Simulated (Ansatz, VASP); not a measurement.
## One calculation of Pb, two programs

```
Pb
1.0
     0.00000    2.49786    2.49786
     2.49786    0.00000    2.49786
     2.49786    2.49786    0.00000
Pb
1
Direct
  0.00000 0.00000 0.00000
```

Alike in both runs: functional r2SCAN; k mesh 14 × 14 × 14; occupations gaussian, width 0.1 eV; no spin polarisation.

Ansatz relaxed the structure, and its values are those at the end. VASP's run is a single point on that final structure, the one shown.

|  | VASP | Ansatz |
| --- | --- | --- |
| version | VASP 6.6.1 | Ansatz 0.2.0 |
| potentials or method | VASP PAW PBE potentials, release 64 (Pb_d) | scalar-relativistic, plane waves, PAW |
| plane-wave cutoff (eV) | 520 | 500 |
| valence electrons in the cell | 14 | 14 |

|  | VASP | Ansatz | Ansatz less VASP |
| --- | --- | --- | --- |
| gap on the k mesh at the Fermi level (eV) | none | none | - |
| pressure (GPa) | 0.0 | 0.0 | +0.01 |

A gap of «none» marks a metal or a gap that the smearing closes. The functional is the same, so the differences come from potentials, cutoffs and numerics.

Caveats: the PAW data sets were made with another functional, which shifts forces and pressure a little (VASP). The runs have no spin-orbit coupling, so splittings on Pb are missing.
